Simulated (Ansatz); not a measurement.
Runs of Ansatz 0.2.0 on HgTe (Coloradoite). It takes space group F-43m (No. 216, cubic). The conventional cell has a = 6.429 Å, b = 6.429 Å, c = 6.429 Å, α = 90.00°, β = 90.00°, γ = 90.00°. Around Hg (site symmetry -43m) lie 4 Te at 2.78 Å. Around Te (site symmetry -43m) lie 4 Hg at 2.78 Å. 

```tsv
task	level	potentials or basis	spin	cell	k mesh	cutoff (eV)	points for each segment of the path	atoms under strain	gap on the mesh (eV)	pressure (GPa)	relaxed volume (Å³/atom)
relaxation of cell and atoms	revPBE+D3(BJ)	Ansatz PAW	off	relaxed	7 × 7 × 7	420	-	-	none	0.0	34.60
relaxation of cell and atoms	BLYP+D4	Ansatz PAW	off	relaxed	7 × 7 × 7	420	-	-	none	0.0	(b)
band structure	PBE	Ansatz PAW	SOC, no magnetisation	as given	7 × 7 × 7	420	14	-	none	4.1	-
relaxation of cell and atoms	RPBE	Ansatz PAW	off	relaxed	7 × 7 × 7	420	-	-	-	0.0	38.59
single point	PBE	Ansatz PAW	off	as given	7 × 7 × 7	350	-	-	none	4.6	-
relaxation of cell and atoms	r2SCAN+rVV10	Ansatz PAW	off	relaxed	7 × 7 × 7	500	-	-	-	0.0	34.75
band structure	SVWN5	Ansatz PAW	off	as given	7 × 7 × 7	420	14	-	none	0.1	-
elastic constants	LDA	Ansatz PAW	off	as given	6 × 6 × 6	420	-	relaxed	none	0.2	-
single point	PBE	Ansatz PAW	off	as given	13 × 13 × 13	420	-	-	none	(a)	-
```

Alike in all rows: smearing fermi-dirac 0.05 eV.

Q: Estimate the missing entries.

A: (a) 4.5; (b) 36.05.

Caveats: the PAW data sets come from PBE, with cores solved anew for the run's functional, which leaves a small shift of forces and pressure (some runs); the plane-wave basis is chosen anew once the cell has moved, so the energies of steps on either side of that aren't comparable (some runs); pairwise dispersion overbinds metals, which lowers pressure and volume (some runs); the volume moved by over 15 % at a fixed basis, so the end points are rough (some runs); the volume moved by +16 % from the deposited cell, more than functionals usually miss (some runs); the cutoff lies under the one recommended for these potentials (some runs); spin-orbit coupling is left out, which moves the levels of the heavy elements (some runs).

A k mesh can miss the band edges, and rows without SOC leave out spin-orbit coupling on Hg, Te.

A gap of «none» marks a metal or a gap under the smearing width.
